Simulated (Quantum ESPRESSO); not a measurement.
# Se (P3_121) in Quantum ESPRESSO: equation of state

Aim: energy against volume of Se in PBEsol, for its equilibrium volume and stiffness.

Program: Quantum ESPRESSO 7.5. These are calculated values, not measurements. Logs are shortened: lines on timing, memory, paths and dates and some standing lists are left out, and cuts for length are marked.

### 1 The crystal as given

The structure is trigonal, space group P3_121 (No. 152). The conventional cell has a = 4.366 Å, b = 4.366 Å, c = 4.954 Å, α = 90.00°, β = 90.00°, γ = 120.00°. Around Se (site symmetry 2) lie 2 Se at 2.37 Å.

### 2 Single point, PBEsol, 25.63 Å³/atom

pw.in reads:

```
&CONTROL
  calculation = 'scf'
  prefix = 'pwscf'
  outdir = './tmp'
  pseudo_dir = './pseudo'
  tprnfor = .true.
  tstress = .true.
  disk_io = 'nowf'
/
&SYSTEM
  ibrav = 0
  nat = 3
  ntyp = 1
  ecutwfc = 45
  ecutrho = 360
  nbnd = 15
  occupations = 'smearing'
  smearing = 'fd'
  degauss = 0.00367493
/
&ELECTRONS
  conv_thr = 6d-10
  electron_maxstep = 120
  mixing_beta = 0.5
/
ATOMIC_SPECIES
Se    78.9710 se_pbesol_v1.uspp.F.UPF
CELL_PARAMETERS angstrom
   4.2770688679    0.0000000000    0.0000000000
  -2.1385344339    3.7040502933    0.0000000000
   0.0000000000    0.0000000000    4.8524777481
ATOMIC_POSITIONS crystal
Se     0.7746000000    0.7746000000    0.0000000000
Se     0.0000000000    0.2254000000    0.6666666667
Se     0.2254000000    0.0000000000    0.3333333333
K_POINTS automatic
7 7 6 0 0 0
```

Potentials or basis: GBRV 1.5 PBEsol.

Launch:

```sh
OMP_NUM_THREADS=1 mpirun -n 2 pw.x -nk 2 -in pw.in > pw.out
```

pw.out:

```text
This program is part of the open-source Quantum ESPRESSO suite
     for quantum simulation of materials; please cite
         "P. Giannozzi et al., J. Phys.:Condens. Matter 21 395502 (2009);
         "P. Giannozzi et al., J. Phys.:Condens. Matter 29 465901 (2017);
         "P. Giannozzi et al., J. Chem. Phys. 152 154105 (2020);
     in publications or presentations arising from this work. More details at

     Message from routine setup:
     using ibrav=0 with symmetry is DISCOURAGED, use correct ibrav instead

     K-points division:     npool     =       2
     Subspace diagonalization in iterative solution of the eigenvalue problem:
     a serial algorithm will be used

     G-vector sticks info
     --------------------
     sticks:   dense  smooth     PW     G-vecs:    dense   smooth      PW
     Sum        1627     817    241                59857    21195    3393

     Using Slab Decomposition

     bravais-lattice index     =            0
     lattice parameter (alat)  =       8.0825  a.u.
     unit-cell volume          =     518.7801 (a.u.)^3
     number of atoms/cell      =            3
     number of atomic types    =            1
     number of electrons       =        18.00
     number of Kohn-Sham states=           15
     kinetic-energy cutoff     =      45.0000  Ry
     charge density cutoff     =     360.0000  Ry
     scf convergence threshold =      6.0E-10
     mixing beta               =       0.5000
     number of iterations used =            8  plain     mixing
     Exchange-correlation= SLA  PW   PSX  PSC
                           (   1   4  10   8   0   0   0)

     celldm(1)=   8.082489  celldm(2)=   0.000000  celldm(3)=   0.000000
     celldm(4)=   0.000000  celldm(5)=   0.000000  celldm(6)=   0.000000

     crystal axes: (cart. coord. in units of alat)
               a(1) = (   1.000000   0.000000   0.000000 )
               a(2) = (  -0.500000   0.866025   0.000000 )
               a(3) = (   0.000000   0.000000   1.134533 )

     reciprocal axes: (cart. coord. in units 2 pi/alat)
               b(1) = (  1.000000  0.577350 -0.000000 )
               b(2) = (  0.000000  1.154701  0.000000 )
               b(3) = (  0.000000 -0.000000  0.881420 )

     PseudoPot. # 1 for Se read from file:
     se_pbesol_v1.uspp.F.UPF
     Pseudo is Ultrasoft + core correction, Zval =  6.0
     Generated by new atomic code, or converted to UPF format
     Using radial grid of  877 points,  6 beta functions with:
                l(1) =   0
                l(2) =   0
                l(3) =   1
                l(4) =   1
                l(5) =   2
                l(6) =   2
     Q(r) pseudized with  8 coefficients,  rinner =    1.300   1.300   1.300
                                                       1.300   1.300

     atomic species   valence    mass     pseudopotential
     Se                6.00    78.97100     Se( 1.00)

      6 Sym. Ops. (no inversion) found ( 4 have fractional translation)

   Cartesian axes

     site n.     atom                  positions (alat units)
         1        Se     tau(   1) = (   0.3873000   0.6708233   0.0000000  )
         2        Se     tau(   2) = (  -0.1127000   0.1952021   0.7563556  )
         3        Se     tau(   3) = (   0.2254000   0.0000000   0.3781778  )

     number of k points=    40  Fermi-Dirac smearing, width (Ry)=  0.0037
                       cart. coord. in units 2pi/alat
        k(    1) = (   0.0000000   0.0000000   0.0000000), wk =   0.0068027
        k(    2) = (   0.0000000   0.0000000   0.1469033), wk =   0.0136054
        k(    3) = (   0.0000000   0.0000000   0.2938065), wk =   0.0136054
        k(    4) = (   0.0000000   0.0000000  -0.4407098), wk =   0.0068027
        k(    5) = (   0.0000000   0.1649572   0.0000000), wk =   0.0408163
        k(    6) = (   0.0000000   0.1649572   0.1469033), wk =   0.0408163
[... 32 lines left out ...]
        k(   39) = (  -0.1428571   0.4123930  -0.1469033), wk =   0.0816327
        k(   40) = (  -0.1428571   0.4123930  -0.2938065), wk =   0.0816327

     Dense  grid:    59857 G-vectors     FFT dimensions: (  50,  50,  60)

     Smooth grid:    21195 G-vectors     FFT dimensions: (  36,  36,  45)

     Initial potential from superposition of free atoms

     starting charge      17.9998, renormalised to      18.0000
     Starting wfcs are   12 randomized atomic wfcs +    3 random wfcs

     Self-consistent Calculation

     iteration #  1     ecut=    45.00 Ry     beta= 0.50
     Davidson diagonalization with overlap
     ethr =  1.00E-02,  avg # of iterations =  5.8

     Threshold (ethr) on eigenvalues was too large:
     Diagonalizing with lowered threshold

     Davidson diagonalization with overlap
     ethr =  1.48E-04,  avg # of iterations =  4.5

     total energy              =    -129.90138183 Ry
     estimated scf accuracy    <       0.02573779 Ry

     iteration #  2     ecut=    45.00 Ry     beta= 0.50
     Davidson diagonalization with overlap
     ethr =  1.43E-04,  avg # of iterations =  1.0
[... 36 lines left out ...]
     total energy              =    -129.90193644 Ry
     estimated scf accuracy    <          1.9E-09 Ry

     iteration #  8     ecut=    45.00 Ry     beta= 0.50
     Davidson diagonalization with overlap
     ethr =  1.05E-11,  avg # of iterations =  2.9

     End of self-consistent calculation

          k = 0.0000 0.0000 0.0000 (  2617 PWs)   bands (ev):

   -10.9553  -6.4663  -6.4663   1.3574   1.4247   1.4247   3.1414   3.1414
     4.9685   7.3920   7.3920   7.5959  11.5608  11.6608  11.6608

          k = 0.0000 0.0000 0.1469 (  2635 PWs)   bands (ev):

   -10.8134  -7.6800  -5.2708   1.0036   1.4424   1.6758   3.1618   3.4335
     4.7388   7.0984   7.1428   7.3195  12.0720  12.1331  12.2620
[... 173 lines left out ...]
   -10.3153  -7.6255  -5.9020  -0.0142   0.1399   1.6643   2.5778   3.5039
     4.4018   7.3477   7.9855   9.6066  11.1341  12.7766  14.3182

          k = 0.0000 0.4949-0.2938 (  2645 PWs)   bands (ev):

    -9.9319  -8.5048  -5.3575  -0.5339   0.3298   1.3261   3.3265   3.5305
     4.6636   7.4120   8.2188   9.0767  11.5982  13.1537  13.8360

          k =-0.1429 0.4124-0.1469 (  2640 PWs)   bands (ev):

   -10.3639  -7.6136  -5.8560  -0.0811   0.2830   1.8529   2.4769   3.4113
     4.5704   7.5142   8.0984   9.1370  11.2027  12.1808  13.8129

          k =-0.1429 0.4124-0.2938 (  2647 PWs)   bands (ev):

    -9.9751  -8.5298  -5.2564  -0.3650   0.2054   1.2970   3.2069   3.9010
     4.8015   7.3454   8.0044   8.8946  11.5297  12.6143  13.4590

     the Fermi energy is     6.0389 ev

!    total energy              =    -129.90193644 Ry
     estimated scf accuracy    <          1.5E-10 Ry
     smearing contrib. (-TS)   =      -0.00000006 Ry
     internal energy E=F+TS    =    -129.90193639 Ry

     The total energy is F=E-TS. E is the sum of the following terms:
     one-electron contribution =       4.31859290 Ry
     hartree contribution      =       6.49712330 Ry
     xc contribution           =     -88.15637784 Ry
     ewald contribution        =     -52.56127475 Ry

     convergence has been achieved in   8 iterations

     Forces acting on atoms (cartesian axes, Ry/au):

     atom    1 type  1   force =    -0.01943949   -0.03367018    0.00000000
     atom    2 type  1   force =    -0.01943949    0.03367018   -0.00000000
     atom    3 type  1   force =     0.03887897   -0.00000000    0.00000000

     Total force =     0.067340     Total SCF correction =     0.000014

     Computing stress (Cartesian axis) and pressure

          total   stress  (Ry/bohr**3)                   (kbar)     P=       42.31
   0.00020021  -0.00000000  -0.00000000           29.45       -0.00       -0.00
  -0.00000000   0.00020021  -0.00000000           -0.00       29.45       -0.00
  -0.00000000  -0.00000000   0.00046247           -0.00       -0.00       68.03

=------------------------------------------------------------------------------=
   JOB DONE.
=------------------------------------------------------------------------------=
```

Wall time 21 s (2 MPI ranks of Arm Neoverse V1, shared host); peak memory 0.34 GiB.

Results:

* Free energy: -1767.4059 eV
* Pressure: 4.2 GPa
* Largest force: 1.000 eV/Å
* Band gap on the k mesh: 1.08 eV, indirect (least direct gap 1.51 eV)

Caveat: an odd mesh through Γ misses points on the zone boundary, where band edges often lie.

### 3 Single point, PBEsol, 26.17 Å³/atom

Edit pw.in of step 2 so:

```diff
@@ -28,5 +28,5 @@
 CELL_PARAMETERS angstrom
-   4.2770688679    0.0000000000    0.0000000000
-  -2.1385344339    3.7040502933    0.0000000000
-   0.0000000000    0.0000000000    4.8524777481
+   4.3071900636    0.0000000000    0.0000000000
+  -2.1535950318    3.7301360140    0.0000000000
+   0.0000000000    0.0000000000    4.8866512526
 ATOMIC_POSITIONS crystal
```

Potentials or basis: GBRV 1.5 PBEsol.

Launch:

```sh
OMP_NUM_THREADS=1 mpirun -n 2 pw.x -nk 2 -in pw.in > pw.out
```

Wall time 21 s (2 MPI ranks of Arm Neoverse V1, shared host); peak memory 0.34 GiB.

It converged, with:

| Quantity | Value |
| --- | --- |
| Free energy | -1767.4414 eV |
| Pressure | 2.7 GPa |
| Largest force | 0.748 eV/Å |
| Band gap on the k mesh | 1.10 eV, indirect (least direct gap 1.49 eV) |

Caveat: an odd mesh through Γ misses points on the zone boundary, where band edges often lie.

### 4 Single point, PBEsol, 26.72 Å³/atom

Edit pw.in of step 3 so:

```diff
@@ -28,5 +28,5 @@
 CELL_PARAMETERS angstrom
-   4.3071900636    0.0000000000    0.0000000000
-  -2.1535950318    3.7301360140    0.0000000000
-   0.0000000000    0.0000000000    4.8866512526
+   4.3368957613    0.0000000000    0.0000000000
+  -2.1684478807    3.7558619029    0.0000000000
+   0.0000000000    0.0000000000    4.9203533607
 ATOMIC_POSITIONS crystal
```

Launch:

```sh
OMP_NUM_THREADS=1 mpirun -n 2 pw.x -nk 2 -in pw.in > pw.out
```

It took 22 s on 2 MPI ranks of Arm Neoverse V1, shared host; peak memory 0.34 GiB.

The run converged. Its results:

```yaml
Free_energy: -1767.4623 eV
Pressure: 1.4 GPa
Largest_force: 0.514 eV/Å
Band_gap_on_the_k_mesh: 1.12 eV, indirect (least direct gap 1.46 eV)
```

Caveat: an odd mesh through Γ misses points on the zone boundary, where band edges often lie.

### 5 Single point, PBEsol, 27.26 Å³/atom

Edit pw.in of step 4 so:

```diff
@@ -28,5 +28,5 @@
 CELL_PARAMETERS angstrom
-   4.3368957613    0.0000000000    0.0000000000
-  -2.1684478807    3.7558619029    0.0000000000
-   0.0000000000    0.0000000000    4.9203533607
+   4.3662000000    0.0000000000    0.0000000000
+  -2.1831000000    3.7812401180    0.0000000000
+   0.0000000000    0.0000000000    4.9536000000
 ATOMIC_POSITIONS crystal
```

Launch:

```sh
OMP_NUM_THREADS=1 mpirun -n 2 pw.x -nk 2 -in pw.in > pw.out
```

Run time: 22 s. Hardware: 2 MPI ranks of Arm Neoverse V1, shared host; peak memory 0.34 GiB.

It converged, with:

```yaml
Free_energy: -1767.4702 eV
Pressure: 0.2 GPa
Largest_force: 0.296 eV/Å
Band_gap_on_the_k_mesh: 1.14 eV, indirect (least direct gap 1.43 eV)
```

Caveat: an odd mesh through Γ misses points on the zone boundary, where band edges often lie.

### 6 Single point, PBEsol, 27.81 Å³/atom

Edit pw.in of step 5 so:

```diff
@@ -28,5 +28,5 @@
 CELL_PARAMETERS angstrom
-   4.3662000000    0.0000000000    0.0000000000
-  -2.1831000000    3.7812401180    0.0000000000
-   0.0000000000    0.0000000000    4.9536000000
+   4.3951160745    0.0000000000    0.0000000000
+  -2.1975580372    3.8062821731    0.0000000000
+   0.0000000000    0.0000000000    4.9864062541
 ATOMIC_POSITIONS crystal
```

Potentials or basis: GBRV 1.5 PBEsol.

Launch:

```sh
OMP_NUM_THREADS=1 mpirun -n 2 pw.x -nk 2 -in pw.in > pw.out
```

Run time: 22 s. Hardware: 2 MPI ranks of Arm Neoverse V1, shared host; peak memory 0.36 GiB.

The run converged. Its results:

- Free energy: -1767.4663 eV
- Pressure: -0.9 GPa
- Largest force: 0.093 eV/Å
- Band gap on the k mesh: 1.16 eV, indirect (least direct gap 1.41 eV)

Caveat: an odd mesh through Γ misses points on the zone boundary, where band edges often lie.

### 7 Single point, PBEsol, 28.35 Å³/atom

Edit pw.in of step 6 so:

```diff
@@ -28,5 +28,5 @@
 CELL_PARAMETERS angstrom
-   4.3951160745    0.0000000000    0.0000000000
-  -2.1975580372    3.8062821731    0.0000000000
-   0.0000000000    0.0000000000    4.9864062541
+   4.4236565890    0.0000000000    0.0000000000
+  -2.2118282945    3.8309989837    0.0000000000
+   0.0000000000    0.0000000000    5.0187864228
 ATOMIC_POSITIONS crystal
```

Launch:

```sh
OMP_NUM_THREADS=1 mpirun -n 2 pw.x -nk 2 -in pw.in > pw.out
```

Run time: 22 s. Hardware: 2 MPI ranks of Arm Neoverse V1, shared host; peak memory 0.36 GiB.

The run converged. Its results:

```yaml
Free_energy: -1767.4519 eV
Pressure: -1.9 GPa
Largest_force: 0.096 eV/Å
Band_gap_on_the_k_mesh: 1.13 eV, indirect (least direct gap 1.39 eV)
```

Caveat: an odd mesh through Γ misses points on the zone boundary, where band edges often lie.

### 8 Single point, PBEsol, 28.90 Å³/atom

Edit pw.in of step 7 so:

```diff
@@ -28,5 +28,5 @@
 CELL_PARAMETERS angstrom
-   4.4236565890    0.0000000000    0.0000000000
-  -2.2118282945    3.8309989837    0.0000000000
-   0.0000000000    0.0000000000    5.0187864228
+   4.4518335053    0.0000000000    0.0000000000
+  -2.2259167526    3.8554009090    0.0000000000
+   0.0000000000    0.0000000000    5.0507540772
 ATOMIC_POSITIONS crystal
```

Launch:

```sh
OMP_NUM_THREADS=1 mpirun -n 2 pw.x -nk 2 -in pw.in > pw.out
```

Run time: 23 s. Hardware: 2 MPI ranks of Arm Neoverse V1, shared host; peak memory 0.36 GiB.

Results (log left out):

```
Free energy            : -1767.4282 eV
Pressure               : -2.8 GPa
Largest force          : 0.272 eV/Å
Band gap on the k mesh : 1.11 eV, indirect (least direct gap 1.36 eV)
```

Caveat: an odd mesh through Γ misses points on the zone boundary, where band edges often lie.

### 9 Equation of state, PBEsol

Potentials or basis: GBRV 1.5 PBEsol.

No new run: the results of the series are fitted here.

What came out:

| Item | Value |
| --- | --- |
| Equilibrium volume | 27.34 Å³/atom |
| Bulk modulus at fixed shape and positions | 57 GPa |
| Pressure derivative of the bulk modulus | 4.5 |

Energy against volume, from the lowest point:
```csv
volume (Å³/atom),energy (meV/atom)
25.625,21.43
26.170,9.60
26.716,2.62
27.261,0.00
27.806,1.28
28.351,6.07
28.896,14.00
```

Caveat: the cell was scaled at fixed shape and fractional positions, which overstates the stiffness of a crystal with free parameters, most of all of layers and chains.
